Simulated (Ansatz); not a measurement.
# Dielectric response of KCl (001) films, part 2 of 4

Aim: the electronic and static ε of rocksalt KCl (001) from films of several thicknesses in a field.

Ansatz 0.2.0; plane-wave DFT, LDA, Ansatz PAW.

So far. Step 2 (Relaxation, 6 atoms, units 3): The gap is 4.86 eV, with the valence edge 6.43 eV and the conduction edge 1.58 eV under the upper vacuum level. Step 3 (The relaxed film, single point, 6 atoms, units 3): The gap is 4.86 eV, with the valence edge 6.43 eV and the conduction edge 1.58 eV under the upper vacuum level.

## 4. Single point, 6 atoms, units 3, field 0.1 V/Å

A sawtooth potential applies the field, turning back in the middle of the vacuum. With the dipole correction the typed value is the field outside the slab. The induced dipole is small, so the SCF threshold is tight.

File input.yaml:

```yaml
crystal:
  lattice:
    - [4.44770165, 0.0, 0.0]
    - [0.0, 4.44770165, 0.0]
    - [0.0, 0.0, 24.29]
  atoms:
    - { symbol: K, position: [0.5, 0.5, 0.3771472091] }
    - { symbol: Cl, position: [0.0, 0.0, 0.3760695358] }
    - { symbol: K, position: [0.0, 0.0, 0.4999999917] }
    - { symbol: Cl, position: [0.5, 0.5, 0.5000000119] }
    - { symbol: K, position: [0.5, 0.5, 0.6228527777] }
    - { symbol: Cl, position: [0.0, 0.0, 0.6239304739] }
kpoints:
  mp_grid: { grid: [6, 6, 1] }
hamiltonian:
  xc: lda
scf:
  occupations: { method: fixed }
  convergence: { dr2_threshold: 1.0e-10 }
efield:
  axis: 3
  dipole_correction: true
  ramp_position: 0.97
  ramp_width: 0.06
  amplitude: 0.1
output:
  write_potential: true
  write_density: true
  volumetric_format: npy
```

Run with:

```sh
$ ansatz run input.yaml --threads 4 --pin off --max-ram 12288MiB --backend cpu --events-out ev --progress --plain --runs-dir out
```

Numbers of over 12 decimals in the logs are rounded to 6 here.

The program printed:

```text
[...]
Crystal: 6 atoms, lattice volume = 480.506 Å³
Basis set: ecut = 420 eV, 9481 PW (Γ)
Bands: 30, of which v1, the nominal top of the filled ones, is band 24 counted from 1 (23 counted from 0)
Symmetry: 8 space group operations
k-points: 10 of 36
[...]
SCF iter   1: F=—  HF=-7633.656907 eV  |F-HF|=—  |Δ(HF+E_count)|=         —  Δρ=1.61e-2  dr2=3.60e0  ethr=3.10e-3  p=0.100 e·Å  D=3.76e-2 V/Å  ΔV_dip=-0.91 eV  dr2_dipole=1.47e-3  V_vac-E_F(+/−)=10.63/9.32 eV  ⟨swp⟩=5.6  Hψ=1133  notcnv=0  defer=35
[...]
SCF iter  10: F=-7632.320459 eV  HF=-7632.320459 eV  |F-HF|=5.73e-11  |Δ(HF+E_count)|=  3.14e-10  Δρ=1.76e-7  dr2=8.02e-11  ethr=1.00e-12  p=0.061 e·Å  D=2.29e-2 V/Å  ΔV_dip=-0.56 eV  dr2_dipole=3.80e-14  V_vac-E_F(+/−)=7.14/5.48 eV  ⟨swp⟩=14.8  Hψ=1406  notcnv=0
SCF 1 converged in 10 iterations: F = -7632.320459 eV  dr2 = 8.02e-11
[...]
SCF converged after 10 iterations
[...]
Free energy (F): -7632.320459 eV
[...]
Internal energy: -7632.320459 eV  (E = F + TS)
E sigma→0 (E₀):  -7632.320459 eV
Fermi energy:    -3.582800 eV
Dipole field:    D = 0.022887 V/Å  (p = 0.060774 e·Å, saw-weighted, corrected)
Work function:   not extracted (applied field tilts the vacuum); planar V_es + V_field profile in the machine report
[...]
--- Band table (eV; the first three rows and the last of 10) ---
  k-point 0: bands = [... 20 lower, -3.8103, -3.7372, -3.5828, -3.5828, 1.1218, 1.6882, 2.3535, 2.5384, ... 2 higher]
  k-point 1: bands = [... 20 lower, -3.8720, -3.7921, -3.7145, -3.6428, 1.4826, 1.9872, 2.6017, 2.8869, ... 2 higher]
  k-point 2: bands = [... 20 lower, -3.9944, -3.9688, -3.7580, -3.7413, 2.2602, 2.7317, 3.2363, 3.4991, ... 2 higher]
  k-point 9: bands = [... 20 lower, -3.9899, -3.9049, -3.9049, -3.6649, 2.8173, 2.8173, 3.8996, 3.8996, ... 2 higher]
```

It took 4.9 s on 4 threads of Arm Neoverse V1, shared host; peak memory 0.68 GiB; 18 s of CPU time.

Numbers from this step:

* gap on the k-mesh: 4.705 eV
* dipole along the normal: 0.06077 e·Å

The dipole is 0.0608 e·Å, and the gap on the mesh 4.705 eV.

## 5. Single point, 6 atoms, units 3, field -0.1 V/Å

input.yaml: that of step 4 with these lines changed.

```diff
@@ -24,3 +24,3 @@
   ramp_width: 0.06
-  amplitude: 0.1
+  amplitude: -0.1
 output:
```

The program printed:

```text
[...]
Crystal: 6 atoms, lattice volume = 480.506 Å³
Basis set: ecut = 420 eV, 9481 PW (Γ)
Bands: 30, of which v1, the nominal top of the filled ones, is band 24 counted from 1 (23 counted from 0)
Symmetry: 8 space group operations
k-points: 10 of 36
[...]
k-point 0: bands = [... 20 lower, -3.8103, -3.7372, -3.5828, -3.5828, 1.1218, 1.6882, 2.3535, 2.5384, ... 2 higher]
  k-point 1: bands = [... 20 lower, -3.8720, -3.7921, -3.7145, -3.6428, 1.4826, 1.9872, 2.6017, 2.8869, ... 2 higher]
  k-point 2: bands = [... 20 lower, -3.9944, -3.9688, -3.7580, -3.7413, 2.2602, 2.7317, 3.2363, 3.4991, ... 2 higher]
  k-point 9: bands = [... 20 lower, -3.9899, -3.9049, -3.9049, -3.6649, 2.8173, 2.8173, 3.8996, 3.8996, ... 2 higher]
[key lines of the parts left out:]
SCF converged after 10 iterations
Free energy (F): -7632.320459 eV
Fermi energy:    -3.582802 eV
Dipole field:    D = -0.022887 V/Å  (p = -0.060775 e·Å, saw-weighted, corrected)
```

Run time: 4.4 s. Hardware: 4 threads; peak memory 0.68 GiB.

The dipole is -0.0608 e·Å, and the gap on the mesh 4.705 eV.

## 6. Response with the atoms held, 6 atoms, units 3

This step: plane-wave DFT, LDA, Ansatz PAW; response to a field along the normal, atoms held (Ansatz 0.2.0).

The two fields give this film's response with the atoms held: the electronic part.

This step gave:

* equivalent conductor thickness p/(ε₀AE): 5.559 Å
* distance between the outer atoms: 6.021 Å
* thickness: 9.435 Å

Local field over the applied field, running mean. From the potentials at -0.1 and 0.1 V/Å; running mean over 3.145 Å, taken twice. Local field over applied field against z:

| z (Å) | local field over applied field |
| --- | --- |
| 5 | 0.985 |
| 6 | 0.925 |
| 7 | 0.791 |
| 8 | 0.620 |
| 9 | 0.477 |
| 10 | 0.410 |
| 11 | 0.400 |
| 12 | 0.400 |
| 13 | 0.400 |
| 14 | 0.404 |
| 15 | 0.449 |
| 16 | 0.573 |
| 17 | 0.742 |
| 18 | 0.894 |
| 19 | 0.975 |
| 20 | 0.996 |

Electrons, planar mean, per unit field. Induced electron density against z:

z (Å), induced electron density (e/Å³ per V/Å) and a bar from the least value:
```
      4.5    0.00000 ################
      5.0    0.00001 ################
      5.5    0.00003 ################
      6.0    0.00009 ################
      6.5    0.00027 #################
      7.0    0.00071 ###################
      7.5    0.00164 ########################
      8.0    0.00298 ##############################
      8.5    0.00288 #############################
      9.0    0.00059 ###################
      9.5   -0.00140 #########
     10.0   -0.00295 ##
     10.5   -0.00087 ############
     11.0    0.00179 ########################
     11.5    0.00281 #############################
     12.0    0.00048 ##################
     12.5   -0.00148 #########
     13.0   -0.00285 ##
     13.5   -0.00070 ############
     14.0    0.00194 #########################
     14.5    0.00282 #############################
     15.0    0.00035 #################
     15.5   -0.00141 #########
     16.0   -0.00332 
     16.5   -0.00242 ####
     17.0   -0.00117 ##########
     17.5   -0.00048 ##############
     18.0   -0.00017 ###############
     18.5   -0.00006 ################
     19.0   -0.00002 ################
     19.5   -0.00001 ################
     20.0    0.00000 ################
```

By hand: between -0.1 and 0.1 V/Å the dipole changes by 0.1215 e·Å, a slope of 0.6077 e·Å²/V. A perfect conductor of thickness t has p = ε₀AEt, so t = 180.95 × 0.6077 / 19.782 = 5.56 Å (e/ε₀ = 180.95 V·Å, A in Å²).

The induced dipole is that of a conductor 5.56 Å thick.

## 7. Relaxing in the field, 6 atoms, field 0.05 V/Å

This step: plane-wave DFT, LDA, Ansatz PAW (Ansatz 0.2.0).

Now the atoms may follow the field. A weak field makes forces of meV/Å to tens of meV/Å, so the force tolerance is set well below the usual one.

input.yaml: that of step 5 with these lines changed.

```diff
@@ -24,3 +24,6 @@
   ramp_width: 0.06
-  amplitude: -0.1
+  amplitude: 0.05
+relax:
+  f_tol: 0.0006
+  max_steps: 70
 output:
```

The program printed:

```text
[...]
Crystal: 6 atoms, lattice volume = 480.506 Å³
Basis set: ecut = 420 eV, 9481 PW (Γ)
Bands: 30, of which v1, the nominal top of the filled ones, is band 24 counted from 1 (23 counted from 0)
Symmetry: 8 space group operations
k-points: 10 of 36
[...]
SCF iter   1: F=—  HF=-7633.653620 eV  |F-HF|=—  |Δ(HF+E_count)|=         —  Δρ=1.61e-2  dr2=3.59e0  ethr=3.10e-3  p=0.050 e·Å  D=1.88e-2 V/Å  ΔV_dip=-0.46 eV  dr2_dipole=3.67e-4  V_vac-E_F(+/−)=10.32/9.67 eV  ⟨swp⟩=5.5  Hψ=1171  notcnv=0  defer=35
[...]
SCF iter  10: F=-7632.318180 eV  HF=-7632.318180 eV  |F-HF|=6.64e-11  |Δ(HF+E_count)|=  2.86e-10  Δρ=1.77e-7  dr2=8.03e-11  ethr=1.00e-12  p=0.030 e·Å  D=1.14e-2 V/Å  ΔV_dip=-0.28 eV  dr2_dipole=7.40e-15  V_vac-E_F(+/−)=6.79/5.96 eV  ⟨swp⟩=6.1  Hψ=1488  notcnv=0
SCF 1 converged in 10 iterations: F = -7632.318180 eV  dr2 = 8.03e-11
[...]
relax step   1: F+E_penalty+E_count = -7632.31817963 eV  Δ(F+E_penalty+E_count) = +0.000e0 eV  max|allowed force component| = 2.366e-2 eV/Å  Δτ_max = 0.0000 Å  (10 SCF iters, accepted)
[...]
SCF iter   7: F=-7632.318470 eV  HF=-7632.318470 eV  |F-HF|=1.05e-10  |Δ(HF+E_count)|=  8.59e-10  Δρ=1.41e-7  dr2=6.29e-11  ethr=1.00e-12  p=0.045 e·Å  D=1.68e-2 V/Å  ΔV_dip=-0.41 eV  dr2_dipole=1.31e-13  V_vac-E_F(+/−)=6.75/6.05 eV  ⟨swp⟩=6.0  Hψ=1468  notcnv=0
SCF 2 converged in 7 iterations: F = -7632.318470 eV  dr2 = 6.29e-11
relax step   2: F+E_penalty+E_count = -7632.31847037 eV  Δ(F+E_penalty+E_count) = -2.907e-4 eV  max|allowed force component| = 6.679e-3 eV/Å  Δτ_max = 0.0090 Å  (7 SCF iters, accepted)
SCF iter   1: F=—  HF=-7632.318433 eV  |F-HF|=—  |Δ(HF+E_count)|=         —  Δρ=3.12e-5  dr2=1.82e-5  ethr=7.41e-7  p=0.045 e·Å  D=1.68e-2 V/Å  ΔV_dip=-0.41 eV  dr2_dipole=8.00e-7  V_vac-E_F(+/−)=6.75/6.05 eV  ⟨swp⟩=3.9  Hψ=745  notcnv=0  defer=40
[...]
SCF iter   6: F=-7632.318498 eV  HF=-7632.318498 eV  |F-HF|=3.46e-11  |Δ(HF+E_count)|=  1.92e-10  Δρ=1.05e-7  dr2=3.42e-11  ethr=1.00e-12  p=0.043 e·Å  D=1.62e-2 V/Å  ΔV_dip=-0.39 eV  dr2_dipole=1.03e-13  V_vac-E_F(+/−)=6.76/6.05 eV  ⟨swp⟩=6.0  Hψ=1357  notcnv=0
SCF 3 converged in 6 iterations: F = -7632.318498 eV  dr2 = 3.42e-11
relax step   3: F+E_penalty+E_count = -7632.31849783 eV  Δ(F+E_penalty+E_count) = -2.746e-5 eV  max|allowed force component| = 5.116e-4 eV/Å  Δτ_max = 0.0029 Å  (6 SCF iters, accepted)
NSCF: frozen V_eff on 10 k-points
[...]
SCF converged after 6 iterations
[...]
Free energy (F): -7632.318498 eV
[...]
Internal energy: -7632.318498 eV  (E = F + TS)
E sigma→0 (E₀):  -7632.318498 eV
Fermi energy:    -3.662553 eV
Dipole field:    D = 0.016246 V/Å  (p = 0.043140 e·Å, saw-weighted, corrected)
Work function:   not extracted (applied field tilts the vacuum); planar V_es + V_field profile in the machine report
[...]
--- Forces (eV/Å), atoms counted from 1 ---
  atom   1  K     -0.00000000     0.00000000    -0.00013960
  atom   2  Cl     0.00000000     0.00000000    -0.00002168
  atom   3  K     -0.00000000     0.00000000    -0.00029864
  atom   4  Cl    -0.00000000     0.00000000     0.00052432
  atom   5  K      0.00000000     0.00000000    -0.00004309
  atom   6  Cl    -0.00000000     0.00000000     0.00005472
  max |Σ_I F_I| component: 7.60e-5 eV/Å
--- Band table (eV; the first three rows and the last of 10) ---
  k-point 0: bands = [... 20 lower, -3.7391, -3.7391, -3.6626, -3.6626, 1.1772, 1.6731, 2.4546, 2.5488, ... 2 higher]
  k-point 1: bands = [... 20 lower, -3.8715, -3.7961, -3.7519, -3.7260, 1.5635, 1.9480, 2.6928, 2.9112, ... 2 higher]
  k-point 2: bands = [... 20 lower, -3.9320, -3.9086, -3.8472, -3.7978, 2.4093, 2.6162, 3.2792, 3.6456, ... 2 higher]
  k-point 9: bands = [... 20 lower, -3.9575, -3.9575, -3.9387, -3.7157, 2.8258, 2.8258, 3.9045, 3.9045, ... 2 higher]
--- Relaxed structure (3 steps of the walk, 3 accepted, 0 SCFs on fresh bases) ---
  F+E_penalty+E_count = -7632.31849783 eV   max|allowed force component| = 5.116e-4 eV/Å
  atoms:
    - { symbol: K, position: [0.5, 0.5, 0.377421] }
    - { symbol: Cl, position: [0, 0.0, 0.375786] }
    - { symbol: K, position: [0, 0.0, 0.500038] }
    - { symbol: Cl, position: [0.5, 0.5, 0.499988] }
    - { symbol: K, position: [0.5, 0.5, 0.623112] }
    - { symbol: Cl, position: [0, 0.0, 0.623655] }
```

Elapsed: 7.9 s, on 4 threads; peak memory 0.65 GiB; 30 s of CPU time.

Relaxation path:

| step | energy less that of the first step (eV) | largest force component (eV/Å) |
| --- | --- | --- |
| 1 | 0.0000 | 0.0237 |
| 2 | -0.0003 | 0.0067 |
| 3 | -0.0003 | 0.0005 |

Forces are held to the 8 operations that the run works with; a distortion that breaks them can't arise in this run.

Final coordinates:

```xyz
6
Lattice="4.4477 0.0000 0.0000 0.0000 4.4477 0.0000 0.0000 0.0000 24.2900" Properties=species:S:1:pos:R:3
K     2.2239    2.2239    9.1676
Cl    0.0000    0.0000    9.1278
K     0.0000    0.0000   12.1459
Cl    2.2239    2.2239   12.1447
K     2.2239    2.2239   15.1354
Cl    0.0000    0.0000   15.1486
```

Numbers from this step:

| Item | Value |
| --- | --- |
| gap on the k-mesh | 4.840 eV |
| dipole along the normal | 0.04314 e·Å |

The relaxation took 3 steps and lowered the energy by 3.2e-4 eV; the largest force on the free atoms ends at 5.1e-4 eV/Å.

The dipole is 0.0431 e·Å, and the gap on the mesh 4.840 eV.

## 8. Field on, atoms free, 6 atoms, field -0.05 V/Å

The opposite sign, again from the field-free geometry; the difference of the two cancels what relaxes without a field.

input.yaml: that of step 7 with these lines changed.

```diff
@@ -24,3 +24,3 @@
   ramp_width: 0.06
-  amplitude: 0.05
+  amplitude: -0.05
 relax:
```

The program printed:

```text
[...]
Crystal: 6 atoms, lattice volume = 480.506 Å³
Basis set: ecut = 420 eV, 9481 PW (Γ)
Bands: 30, of which v1, the nominal top of the filled ones, is band 24 counted from 1 (23 counted from 0)
Symmetry: 8 space group operations
k-points: 10 of 36
[...]
--- Relaxed structure (3 steps of the walk, 3 accepted, 0 SCFs on fresh bases) ---
  F+E_penalty+E_count = -7632.31849783 eV   max|allowed force component| = 5.105e-4 eV/Å
  atoms:
    - { symbol: K, position: [0.5, 0.5, 0.376888] }
    - { symbol: Cl, position: [0, 0.0, 0.376345] }
    - { symbol: K, position: [0, 0.0, 0.499962] }
    - { symbol: Cl, position: [0.5, 0.5, 0.500012] }
    - { symbol: K, position: [0.5, 0.5, 0.622579] }
    - { symbol: Cl, position: [0, 0.0, 0.624214] }
[key lines of the parts left out:]
SCF converged after 6 iterations
Free energy (F): -7632.318498 eV
Fermi energy:    -3.662551 eV
Dipole field:    D = -0.016246 V/Å  (p = -0.043140 e·Å, saw-weighted, corrected)
```

The job ended after 7.8 s (4 threads; peak memory 0.65 GiB; 30 s of CPU time).

The steps of the relaxation:

| step | energy less that of the first step (eV) | largest force component (eV/Å) |
| --- | --- | --- |
| 1 | 0.0000 | 0.0237 |
| 2 | -0.0003 | 0.0067 |
| 3 | -0.0003 | 0.0005 |

The run keeps the 8 symmetry operations that it works with, so distortions that break them were not tested.

Final coordinates:

```xyz
6
Lattice="4.4477 0.0000 0.0000 0.0000 4.4477 0.0000 0.0000 0.0000 24.2900" Properties=species:S:1:pos:R:3
K     2.2239    2.2239    9.1546
Cl    0.0000    0.0000    9.1414
K     0.0000    0.0000   12.1441
Cl    2.2239    2.2239   12.1453
K     2.2239    2.2239   15.1224
Cl    0.0000    0.0000   15.1622
```

The relaxation took 3 steps and lowered the energy by 3.2e-4 eV; the largest force on the free atoms ends at 5.1e-4 eV/Å.

The dipole is -0.0431 e·Å, and the gap on the mesh 4.840 eV.

## 9. Response with the atoms relaxed, 6 atoms, units 3

This step: plane-wave DFT, LDA, Ansatz PAW; response to a field along the normal, atoms relaxed (Ansatz 0.2.0).

The two relaxed runs give the static response.

This step gave:

```
equivalent conductor thickness p/(ε₀AE) : 7.892 Å
```

Local field over the applied field, running mean. From the potentials at -0.05 and 0.05 V/Å; running mean over 3.145 Å, taken twice. Table of local field over applied field by z:

| z (Å) | local field over applied field |
| --- | --- |
| 4.5 | 0.993 |
| 5.0 | 0.977 |
| 5.5 | 0.935 |
| 6.0 | 0.869 |
| 6.5 | 0.787 |
| 7.0 | 0.673 |
| 7.5 | 0.536 |
| 8.0 | 0.402 |
| 8.5 | 0.301 |
| 9.0 | 0.236 |
| 9.5 | 0.178 |
| 10.0 | 0.154 |
| 10.5 | 0.187 |
| 11.0 | 0.231 |
| 11.5 | 0.251 |
| 12.0 | 0.241 |
| 12.5 | 0.245 |
| 13.0 | 0.249 |
| 13.5 | 0.213 |
| 14.0 | 0.170 |
| 14.5 | 0.156 |
| 15.0 | 0.201 |
| 15.5 | 0.262 |
| 16.0 | 0.337 |
| 16.5 | 0.456 |
| 17.0 | 0.594 |
| 17.5 | 0.725 |
| 18.0 | 0.824 |
| 18.5 | 0.898 |
| 19.0 | 0.957 |
| 19.5 | 0.986 |
| 20.0 | 0.996 |

The induced dipole is that of a conductor 7.89 Å thick.

## 10. Relaxation, 10 atoms, units 5

This step: plane-wave DFT, LDA, Ansatz PAW (Ansatz 0.2.0).

System of this step: KCl (001), 5 units. The cell holds 10 atoms: 5 K and 5 Cl. Its edges and angles: a = 4.448 Å, b = 4.448 Å, c = 30.580 Å, α = 90.0°, β = 90.0°, γ = 90.0°. It derives from KCl (rocksalt KCl). Vacuum lies along c.

The next thickness, treated alike, so that differences show the interior and the faces cancel.

File input.yaml:

```yaml
crystal:
  lattice:
    - [4.44770165, 0.0, 0.0]
    - [0.0, 4.44770165, 0.0]
    - [0.0, 0.0, 30.58]
  atoms:
    - { symbol: K, position: [0.5, 0.5, 0.2943100065] }
    - { symbol: Cl, position: [0.0, 0.0, 0.2943100065] }
    - { symbol: K, position: [0.0, 0.0, 0.3971550033] }
    - { symbol: Cl, position: [0.5, 0.5, 0.3971550033] }
    - { symbol: K, position: [0.5, 0.5, 0.5] }
    - { symbol: Cl, position: [0.0, 0.0, 0.5] }
    - { symbol: K, position: [0.0, 0.0, 0.6028449967] }
    - { symbol: Cl, position: [0.5, 0.5, 0.6028449967] }
    - { symbol: K, position: [0.5, 0.5, 0.7056899935] }
    - { symbol: Cl, position: [0.0, 0.0, 0.7056899935] }
kpoints:
  mp_grid: { grid: [6, 6, 1] }
hamiltonian:
  xc: lda
scf:
  occupations: { method: fixed }
  convergence: { dr2_threshold: 1.0e-09 }
efield:
  axis: 3
  dipole_correction: true
  ramp_position: 0.97
  ramp_width: 0.06
relax:
  f_tol: 0.003
  max_steps: 100
output:
  write_potential: true
  write_density: true
  volumetric_format: npy
```

The program printed:

```text
[...]
Crystal: 10 atoms, lattice volume = 604.935 Å³
Basis set: ecut = 420 eV, 11911 PW (Γ)
Bands: 50, of which v1, the nominal top of the filled ones, is band 40 counted from 1 (39 counted from 0)
Symmetry: 8 space group operations
k-points: 10 of 36
[...]
- { symbol: Cl, position: [0, 0.0, 0.302960] }
    - { symbol: K, position: [0, 0.0, 0.401283] }
    - { symbol: Cl, position: [0.5, 0.5, 0.401433] }
    - { symbol: K, position: [0.5, 0.5, 0.500000] }
    - { symbol: Cl, position: [0, 0.0, 0.500000] }
    - { symbol: K, position: [0, 0.0, 0.598717] }
    - { symbol: Cl, position: [0.5, 0.5, 0.598567] }
    - { symbol: K, position: [0.5, 0.5, 0.696137] }
    - { symbol: Cl, position: [0, 0.0, 0.697040] }
[key lines of the parts left out:]
SCF converged after 6 iterations
Free energy (F): -12720.853962 eV
Fermi energy:    -2.801932 eV
Dipole field:    D = 0.000000 V/Å  (p = 0.000000 e·Å, saw-weighted, corrected)
Work function:   Φ+ = 6.4483 eV   Φ− = 6.4483 eV
```

Run time: 28 s. Hardware: 4 threads; peak memory 0.94 GiB; 1.8 min of CPU time.

Relaxation path:

| step | energy less that of the first step (eV) | largest force component (eV/Å) |
| --- | --- | --- |
| 1 | 0.0000 | 0.1815 |
| 2 | -0.0648 | 0.0810 |
| 3 | -0.0780 | 0.0560 |
| 4 | -0.0815 | 0.0064 |
| 5 | -0.0816 | 0.0007 |

The run keeps the 8 symmetry operations that it works with, so distortions that break them were not tested.

The atoms that moved most (Å):

| atom | dx | dy | dz | length |
| --- | --- | --- | --- | --- |
| K1 | 0.000 | 0.000 | 0.292 | 0.292 |
| K9 | 0.000 | 0.000 | -0.292 | 0.292 |
| Cl10 | 0.000 | 0.000 | -0.265 | 0.265 |
| Cl2 | 0.000 | 0.000 | 0.265 | 0.265 |
| Cl8 | 0.000 | 0.000 | -0.131 | 0.131 |
| Cl4 | 0.000 | 0.000 | 0.131 | 0.131 |
| K3 | 0.000 | 0.000 | 0.126 | 0.126 |
| K7 | 0.000 | 0.000 | -0.126 | 0.126 |

The relaxation took 5 steps and lowered the energy by 0.082 eV; the largest force on the free atoms ends at 6.8e-4 eV/Å.

The gap is 4.86 eV, with the valence edge 6.45 eV and the conduction edge 1.59 eV under the upper vacuum level.

[end of part 2 of 4]

[Logs are printed without paths, hosts, clocks, repeated set-up lines and the standing remarks that a program may print on its own settings, such as how far it seeks lower states.]

[Hosts, paths, dates, database ids (printed as entryN), source tags and the programs' standing remarks are cut or masked in the printed files.]

[Maps of the electrostatic potential energy from Ansatz leave out the sawtooth potential of an applied field or a dipole correction, so their vacuum need not be flat; planar profiles and work functions include it.]
